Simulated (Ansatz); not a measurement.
**Zone-centre phonons of TiTe2: input and output**

The calculation used DFT PBE, scalar-relativistic, plane waves, PAW in Ansatz.

Launched with:
```bash
ansatz run input.yaml --threads 1 --pin off --max-ram 3072MiB --backend cpu --events-out ev --progress --plain --runs-dir out
```

Input (bare energies are in eV):
```yaml
crystal:
  lattice:
    - [3.766440583, 0.0, 0.0]
    - [-1.8832202915, 3.2618332267, 0.0]
    - [0.0, 0.0, 6.9190239185]
  atoms:
    - { symbol: Ti, position: [0.0, 0.0, 0.0] }
    - { symbol: Te, position: [0.6666666667, 0.3333333333, 0.2506681565] }
    - { symbol: Te, position: [0.3333333333, 0.6666666667, 0.7493318435] }
basis:
  ecutwfc: 420
kpoints:
  mp_grid: { grid: [12, 12, 8] }
hamiltonian:
  xc: pbe
scf:
  occupations: { method: fermi_dirac, width: 0.15 }
output:
  eigenvalues: true
phonons:
  method: dfpt
  eigenvectors: true
```

The end of the output:
```
--- Phonons (Γ-DFPT): 4 representative perturbations + reference, on 320 of 1152 k-points (Σ response iterations 13) ---
  k mesh reduced under 2 symmetry operations, with k and −k counted as one. Each operation leaves every solved perturbation unchanged. A smaller set is not used because it would not reduce the number of displacements ...
  ASR residual: 4.230e-3 → 0.000e0 eV/Å²; symmetrization residual: 2.207e-5 eV/Å²
  ASR residual per site (eV/Å²): 4.23e-3 4.10e-5 4.10e-5
  Γ frequencies (cm⁻¹): 0.00 0.00 0.00 93.74 93.74 134.36 162.15 162.15 255.31
  non-analytic LO–TO correction: not included (Born effective charges unavailable; polar crystals: no LO–TO splitting at Γ)
```

It took 9.3 min on 1 thread of Intel(R) Xeon(R) Platinum 8259CL CPU @ 2.50GHz (Skylake/Cascade Lake), on a shared host, peak memory 2.3 GiB.

In a metal, frequencies and elastic constants depend on the k mesh and the smearing, soft modes and shear constants most.